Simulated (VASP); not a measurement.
# Pt (P6_3/mmc) in VASP: notebook

One crystal, Pt, is run at these levels: LDA, PBEsol; tasks: relaxation of cell and atoms.

Everything below comes from runs of VASP 6.6.1. Logs are shortened: lines on timing, memory, paths and dates and some standing lists are left out, and cuts for length are marked.

## 1. The structure

The structure is hexagonal, space group P6_3/mmc (No. 194). The conventional cell has a = 2.761 Å, b = 2.761 Å, c = 4.792 Å, α = 90.00°, β = 90.00°, γ = 120.00°. Around Pt (site symmetry -6m2) lie 12 Pt at 2.76 to 2.88 Å.

This isn't the form of Pt at room conditions, which is fcc.

## 2. Relaxation of cell and atoms, LDA

The input, INCAR:

```
ALGO = Fast ; EDIFF = 1E-7
EDIFFG = -0.02 ; ENCUT = 600
IBRION = 2 ; ISIF = 3
ISMEAR = -1 ; LASPH = T
LCHARG = F ; LREAL = F
LWAVE = F ; NELM = 60
NSW = 40 ; PREC = Accurate
SIGMA = 0.05
```

The input, KPOINTS:

```
k-points
0
Gamma
  10 10 6
```

The input, POSCAR:

```
Pt
1.0
    2.7606656158      0.0000000000      0.0000000000
   -1.3803328079      2.3908065546      0.0000000000
    0.0000000000      0.0000000000      4.7921340000
Pt
2
Direct
    0.3333333333      0.6666666667      0.2500000000
    0.6666666667      0.3333333333      0.7500000000
```

Potentials or basis: VASP PAW LDA potentials, release 64 (Pt).

Launch:

```
$ cat potpaw_LDA.64/Pt/POTCAR > POTCAR
$ mpirun -np 1 vasp_std > vasp.out
```

OUTCAR:

```text
EDIFF = 1E-7
   EDIFFG = -0.02
   ENCUT = 600
   IBRION = 2
   ISIF = 3
   ISMEAR = -1
   LASPH = T
   LREAL = F
   NELM = 60
   NSW = 40
   PREC = Accurate

 ion  position               nearest neighbor table
   1  0.333  0.667  0.250-   2 2.88   2 2.88   2 2.88   2 2.88   2 2.88   2 2.88
   2  0.667  0.333  0.750-   1 2.88   1 2.88   1 2.88   1 2.88   1 2.88   1 2.88

  LATTYP: Found a hexagonal cell.
 ALAT       =     2.7606656158
 C/A-ratio  =     1.7358618054

  Lattice vectors:

 A1 = (   2.7606656158,   0.0000000000,   0.0000000000)
 A2 = (  -1.3803328079,   2.3908065546,   0.0000000000)
 A3 = (   0.0000000000,   0.0000000000,   4.7921340000)

Analysis of symmetry for initial positions (statically):
=====================================================================
 Subroutine PRICEL returns:
 Original cell was already a primitive cell.

 Routine SETGRP: Setting up the symmetry group for a
 hexagonal supercell.

 Subroutine GETGRP returns: Found 24 space group operations
 (whereof 12 operations were pure point group operations)
 out of a pool of 24 trial point group operations.

The static configuration has the point symmetry D_3d.
 The point group associated with its full space group is D_6h.

Analysis of symmetry for dynamics (positions and initial velocities):
=====================================================================
 Subroutine PRICEL returns:
 Original cell was already a primitive cell.

 Routine SETGRP: Setting up the symmetry group for a
 hexagonal supercell.

 Subroutine GETGRP returns: Found 24 space group operations
 (whereof 12 operations were pure point group operations)
 out of a pool of 24 trial point group operations.

The dynamic configuration has the point symmetry D_3d.
 The point group associated with its full space group is D_6h.

 Subroutine INISYM returns: Found 24 space group operations
 (whereof 12 operations are pure point group operations),
 and found     1 'primitive' translations

----------------------------------------------------------------------------------------

                                     Primitive cell

  volume of cell :      31.6291

  direct lattice vectors                    reciprocal lattice vectors
     2.760665616  0.000000000  0.000000000     0.362231483  0.209134444  0.000000000
    -1.380332808  2.390806555  0.000000000     0.000000000  0.418268888  0.000000000
     0.000000000  0.000000000  4.792134000     0.000000000  0.000000000  0.208675300

  length of vectors
     2.760665616  2.760665616  4.792134000     0.418268888  0.418268888  0.208675300

  position of ions in fractional coordinates (direct lattice)
     0.333333333  0.666666667  0.250000000
     0.666666667  0.333333333  0.750000000

  ion indices of the primitive-cell ions
   primitive index   ion index
                 1           1
                 2           2

----------------------------------------------------------------------------------------

 KPOINTS: k-points

Automatic generation of k-mesh.
 Grid dimensions read from file:
 generate k-points for:   10   10    6

 Generating k-lattice:

  Cartesian coordinates                     Fractional coordinates (reciprocal lattice)
     0.036223148  0.020913444  0.000000000     0.100000000  0.000000000  0.000000000
     0.000000000  0.041826889  0.000000000     0.000000000  0.100000000  0.000000000
     0.000000000  0.000000000  0.034779217     0.000000000  0.000000000  0.166666667

  Length of vectors
     0.041826889  0.041826889  0.034779217

  Shift w.r.t. Gamma in fractional coordinates (k-lattice)
     0.000000000  0.000000000  0.000000000

 Subroutine IBZKPT returns following result:
 ===========================================

 Found     56 irreducible k-points:

 Following reciprocal coordinates:
            Coordinates               Weight
  0.000000  0.000000  0.000000      1.000000
  0.100000  0.000000  0.000000      6.000000
  0.200000  0.000000  0.000000      6.000000
  0.300000 -0.000000  0.000000      6.000000
  0.400000  0.000000  0.000000      6.000000
  0.500000  0.000000  0.000000      3.000000
[... 16 lines left out ...]
  0.300000  0.100000  0.166667     24.000000
  0.400000  0.100000  0.166667     24.000000
 [... further k-points ...]
   k-points           NKPTS =     56   k-points in BZ     NKDIM =     56   number of bands    NBANDS=     14
   number of dos      NEDOS =    301   number of ions     NIONS =      2
   total plane-waves  NPLWV =  23040
   dimension x,y,z NGX =    24 NGY =   24 NGZ =   40
   dimension x,y,z NGXF=    48 NGYF=   48 NGZF=   80
   ions per type =               2
   NGX,Y,Z   is equivalent  to a cutoff of  14.45, 14.45, 13.88 a.u.
   NGXF,Y,Z  is equivalent  to a cutoff of  28.91, 28.91, 27.75 a.u.
 SYSTEM =  unknown system
   PREC   = accura    normal or accurate (medium, high low for compatibility)
   ISTART =      0    job   : 0-new  1-cont  2-samecut
   ICHARG =      2    charge: 1-file 2-atom 10-const
   ISPIN  =      1    spin polarized calculation?
   LNONCOLLINEAR =      F non collinear calculations
   LSORBIT =      F    spin-orbit coupling
   LASPH  =      T    aspherical Exc in radial PAW
   ENCUT  =  600.0 eV  44.10 Ry    6.64 a.u.   5.51  5.51  9.57*2*pi/ulx,y,z
   NELM   =     60;   NELMIN=  2; NELMDL= -5     # of ELM steps
   EDIFF  = 0.1E-06   stopping-criterion for ELM
   LREAL  =      F    real-space projection
   EDIFFG = -.2E-01   stopping-criterion for IOM
   NSW    =     40    number of steps for IOM
   IBRION =      2    ionic relax: 0-MD 1-quasi-New 2-CG
   NFREE  =      1    steps in history (QN), initial steepest desc. (CG)
   ISIF   =      3    stress and relaxation
   ISYM   =      2    0-nonsym 1-usesym 2-fastsym
   POTIM  = 0.5000    time-step for ionic-motion
   TEBEG  =    0.0;   TEEND  =   0.0 temperature during run
   PSTRESS=    0.0 pullay stress
   NELECT =      20.0000    total number of electrons
   NUPDOWN=      -1.0000    fix difference up-down
   EMIN   =  10.00;   EMAX   =-10.00  energy-range for DOS
   EFERMI =   0.00;   METHOD = LEGACY
   ISMEAR =    -1;   SIGMA  =   0.05  broadening in eV -4-tet -1-fermi 0-gaus
   EFERMI_NEDOS =   21; number of points for ismear=-14 and -15
   IALGO  =     68    algorithm
   IMIX   =      4    mixing-type and parameters
     AMIX     =   0.40;   BMIX     =  1.00
     AMIX_MAG =   1.60;   BMIX_MAG =  1.00
  volume/ion in A,a.u.               =      15.81       106.72
  Fermi-wavevector in a.u.,A,eV,Ry     =   1.405149  2.655347 26.863944  1.974444
  Thomas-Fermi vector in A             =   2.527639
   LORBIT       =      0    0 simple, 1 ext, 2 COOP (PROOUT), +10 PAW based schemes
   GGA     = CA    functional components
   LHFCALC =     F    Hartree Fock is set to
   AEXX    =    0.0000 exact exchange contribution
   IVDW    =     0    specifies the selected vdW correction
   LEPSILON=     F    determine dielectric tensor
   LRPA    =     F    only Hartree local field effects (RPA)
 conjugate gradient relaxation of ions
 non-spin polarized calculation
 RMM-DIIS sequential band-by-band and
  energy-cutoff  :      600.00
  volume of cell :       31.63
 maximum number of plane-waves:      1081
 NGX is ok and might be reduce to    24
   NGX = 11   NGY = 11   NGZ = 19

--------------------------------------- Ionic step        1  -------------------------------------------

 number of electron      20.0000003 magnetization

 Free energy of the ion-electron system (eV)
  ---------------------------------------------------
  ext. energy  EPLUGINS =         0.00000000
  ---------------------------------------------------
  free energy    TOTEN  =       -14.78776603 eV

  energy without entropy =      -14.75123619  energy(sigma->0) =      -14.76950111

------------------------ aborting loop because EDIFF is reached ----------------------------------------

  FORCE on cell =-STRESS in cart. coord.  units (eV):
  Direction    XX          YY          ZZ          XY          YZ          ZX
  --------------------------------------------------------------------------------------
  -------------------------------------------------------------------------------------
  Total       -3.0018678     -3.0018678     -2.8551469      0.0000000     -0.0000000      0.0000000
  in kB     -152.0599839   -152.0599839   -144.6278191      0.0000000     -0.0000000      0.0000000
  external PRESSURE =    -149.5825956 kB  Pullay stress =       0.0000000 kB

 VOLUME and BASIS-vectors are now :
 -----------------------------------------------------------------------------
  energy-cutoff  :      600.00
  volume of cell :       31.63
      direct lattice vectors                 reciprocal lattice vectors
     2.760665616  0.000000000  0.000000000     0.362231483  0.209134444  0.000000000
    -1.380332808  2.390806555  0.000000000     0.000000000  0.418268888  0.000000000
     0.000000000  0.000000000  4.792134000     0.000000000  0.000000000  0.208675300
[... 181 lines left out ...]
 POSITION                                       TOTAL-FORCE (eV/Angst)
 -----------------------------------------------------------------------------------
     -0.00000      1.56537      1.17085         0.000000      0.000000      0.000000
      1.35565      0.78269      3.51256        -0.000000     -0.000000      0.000000
 -----------------------------------------------------------------------------------
    total drift:                               -0.000000      0.000000     -0.000000

  FREE ENERGIE OF THE ION-ELECTRON SYSTEM (eV)
  ---------------------------------------------------
  free  energy   TOTEN  =       -14.8770398661 eV

  energy  without entropy=      -14.8428956669  energy(sigma->0) =      -14.85996777

--------------------------------------- Ionic step        7  -------------------------------------------

 number of electron      19.9999999 magnetization

 Free energy of the ion-electron system (eV)
  ---------------------------------------------------
  ext. energy  EPLUGINS =         0.00000000
  ---------------------------------------------------
  free energy    TOTEN  =       -14.87706483 eV

  energy without entropy =      -14.84277435  energy(sigma->0) =      -14.85991959

 E-fermi :  11.3310     XC(G=0): -13.7507

 val. band max:       11.3234714286   @ k =   0.4000   0.1000   0.5000
 cond. band min:      11.3320689496   @ k =   0.3000   0.3000   0.3333
 fundamental gap:      0.0085975210
 Fermi energy:        11.3310018212

 k-point     1 :       0.0000    0.0000    0.0000
  band No.  band energies     occupation
      1       0.9864      2.00000
      2       3.6885      2.00000
      3       7.0428      2.00000
      4       7.5655      2.00000
      5       7.5655      2.00000
      6       7.9812      2.00000
      7       7.9812      2.00000
      8       9.3265      2.00000
      9       9.3265      2.00000
     10      10.4054      2.00000
     11      11.1158      1.97335
     12      11.1158      1.97335
     13      16.4846      0.00000
     14      26.3015      0.00000

 k-point     2 :       0.1000    0.0000    0.0000
  band No.  band energies     occupation
      1       1.3647      2.00000
      2       4.0327      2.00000
      3       6.9516      2.00000
      4       7.5910      2.00000
      5       7.8182      2.00000
      6       7.8645      2.00000
      7       8.2655      2.00000
      8       8.6845      2.00000
      9       9.1360      2.00000
     10       9.3022      2.00000
[... 362 lines left out ...]
 k-point    24 :       0.4000    0.1000    0.1667
  band No.  band energies     occupation
      1       4.4283      2.00000
      2       4.7236      2.00000
      3       5.6666      2.00000
      4       6.5974      2.00000
      5       7.6660      2.00000
      6       8.4784      2.00000
      7       9.0288      2.00000
      8      10.8114      1.99994
      9      11.0407      1.99400
     10      11.5516      0.02397
     11      13.3649      0.00000
     12      16.1154      0.00000
     13      18.1408      0.00000
     14      20.4958      0.00000

 [... further k-points ...]

------------------------ aborting loop because EDIFF is reached ----------------------------------------

  FORCE on cell =-STRESS in cart. coord.  units (eV):
  Direction    XX          YY          ZZ          XY          YZ          ZX
  --------------------------------------------------------------------------------------
  -------------------------------------------------------------------------------------
  Total        0.0286759      0.0286759      0.0258817      0.0000000     -0.0000000      0.0000000
  in kB        1.5411391      1.5411391      1.3909668      0.0000000     -0.0000000      0.0000000
  external PRESSURE =       1.4910817 kB  Pullay stress =       0.0000000 kB

 VOLUME and BASIS-vectors are now :
 -----------------------------------------------------------------------------
  energy-cutoff  :      600.00
  volume of cell :       29.81
      direct lattice vectors                 reciprocal lattice vectors
     2.712439841  0.000000000  0.000000000     0.368671771  0.212852746 -0.000000000
    -1.356219920  2.349041808 -0.000000000     0.000000000  0.425705493 -0.000000000
    -0.000000000  0.000000000  4.678812894     0.000000000  0.000000000  0.213729427

 POSITION                                       TOTAL-FORCE (eV/Angst)
 -----------------------------------------------------------------------------------
     -0.00000      1.56603      1.16970        -0.000000     -0.000000      0.000000
      1.35622      0.78301      3.50911         0.000000      0.000000      0.000000
 -----------------------------------------------------------------------------------
    total drift:                               -0.000000      0.000000     -0.000000

  FREE ENERGIE OF THE ION-ELECTRON SYSTEM (eV)
  ---------------------------------------------------
  free  energy   TOTEN  =       -14.8770648338 eV

  energy  without entropy=      -14.8427743528  energy(sigma->0) =      -14.85991959

 reached required accuracy - stopping structural energy minimisation
```

Wall time 66 s (1 thread of Intel Xeon Platinum 8488C (Sapphire Rapids), shared host); peak memory 0.17 GiB.

What came out:

```yaml
Free_energy: -14.8771 eV
Relaxed_volume: 14.91 Å³/atom
Relaxed_cell: a = 2.712 Å, b = 2.712 Å, c = 4.679 Å, α = 90.00°, β = 90.00°, γ = 120.00°
Space_group_after_relaxing_to_0.05_Å: P6_3/mmc (No. 194)
Energy_gained_by_relaxing: 44.6 meV/atom
Ionic_steps: 7
Pressure_after_relaxing: 0.1 GPa
Band_gap_on_the_k_mesh: none (metal or under the smearing width)
```

The path:
| step | energy change (eV) | largest force (eV/Å) | pressure (GPa) | volume (Å³) |
| --- | --- | --- | --- | --- |
| 1 | 0.0000 | 0.0000 | -14.96 | 31.63 |
| 2 | 0.8121 | 0.0000 | 75.71 | 25.34 |
| 3 | -0.0882 | 0.0000 | -1.18 | 29.95 |
| 4 | -0.0886 | 0.0000 | -0.24 | 29.87 |
| 5 | -0.0886 | 0.0000 | 0.10 | 29.83 |
| 6 | -0.0893 | 0.0000 | 0.14 | 29.82 |
| 7 | -0.0893 | 0.0000 | 0.15 | 29.81 |

Final structure:
```
Pt
1.0
     2.71244    0.00000    0.00000
    -1.35622    2.34904    0.00000
     0.00000    0.00000    4.67881
Pt
2
Direct
  0.33333 0.66667 0.25000
  0.66667 0.33333 0.75000
```

Levels at points of the mesh, in eV from the Fermi level:
| k point | band 7 | band 8 | band 9 | band 10 | band 11 | band 12 | band 13 | band 14 |
| --- | --- | --- | --- | --- | --- | --- | --- | --- |
| (0.00, 0.00, 0.00) | -3.35 | -2.00 | -2.00 | -0.93 | -0.22 | -0.22 | 5.15 | 14.97 |
| (0.50, 0.00, 0.00) | -2.90 | 0.07 | 0.31 | 0.54 | 2.38 | 3.93 | 7.55 | 9.16 |
| (0.00, 0.00, 0.50) | -3.76 | -3.76 | -0.85 | -0.85 | -0.85 | -0.85 | 12.45 | 12.45 |
| (0.50, 0.00, 0.50) | -0.98 | -0.98 | 0.45 | 0.45 | 1.69 | 1.69 | 6.88 | 6.88 |

## 3. Relaxation of cell and atoms, PBEsol

The input, INCAR:

```
SYSTEM = Pt
PREC = Accurate
ENCUT = 600
EDIFF = 1E-7
ISMEAR = -1
SIGMA = 0.05
LREAL = .False.
LASPH = .True.
NELM = 80
ALGO = Fast
ISIF = 3
LWAVE = .False.
LCHARG = .False.
GGA = PS
IBRION = 2
NSW = 60
EDIFFG = -0.02
```

The input, KPOINTS:

```
regular mesh
0
Gamma
  10 10 6
  0 0 0
```

POSCAR is that of step 2.

Potentials or basis: VASP PAW PBE potentials, release 64 (Pt).

Launch:

```
$ cat potpaw_PBE.64/Pt/POTCAR > POTCAR
$ mpirun -np 1 vasp_std > vasp.out
```

It took 86 s on 1 thread of Intel Xeon Platinum 8488C (Sapphire Rapids), shared host; peak memory 0.18 GiB.

It converged, with:

```
Free energy                            : -13.7972 eV
Relaxed volume                         : 15.14 Å³/atom
Relaxed cell                           : a = 2.726 Å, b = 2.726 Å, c = 4.705 Å, α = 90.00°, β = 90.00°, γ = 120.00°
Space group after relaxing (to 0.05 Å) : P6_3/mmc (No. 194)
Energy gained by relaxing              : 24.1 meV/atom
Ionic steps                            : 9
Pressure after relaxing                : 0.0 GPa
Band gap on the k mesh                 : none (metal or under the smearing width)
```

The path:
```
step  energy change (eV)  largest force (eV/Å)  pressure (GPa)  volume (Å³)
   1              0.0000                0.0000          -10.90        31.63
   2              0.3689                0.0000           45.19        26.95
   3             -0.0477                0.0000           -0.60        30.35
   4             -0.0478                0.0000           -0.07        30.30
   5             -0.0478                0.0000            0.18        30.27
   6             -0.0482                0.0000            0.19        30.26
   7             -0.0483                0.0000            0.22        30.25
   8             -0.0482                0.0000           -0.56        30.33
   9             -0.0483                0.0000            0.01        30.27
```

Final structure:
```
Pt
1.0
     2.72577    0.00000    0.00000
    -1.36288    2.36059    0.00000
     0.00000    0.00000    4.70513
Pt
2
Direct
  0.33333 0.66667 0.25000
  0.66667 0.33333 0.75000
```

Levels at points of the mesh, in eV from the Fermi level:
```
           k point  band 8  band 9  band 10  band 11  band 12  band 13
(0.00, 0.00, 0.00)   -1.95   -1.95    -0.93    -0.21    -0.21     5.02
(0.50, 0.00, 0.00)    0.06    0.31     0.53     2.32     3.85     7.44
(0.00, 0.00, 0.50)   -3.66   -0.83    -0.83    -0.83    -0.83    12.30
(0.50, 0.00, 0.50)   -0.96    0.44     0.44     1.65     1.65     6.73
```

Caveat: the PAW data sets were made with another functional, which shifts forces and pressure a little. Spin-orbit coupling is left out, which matters for the levels of Pt.
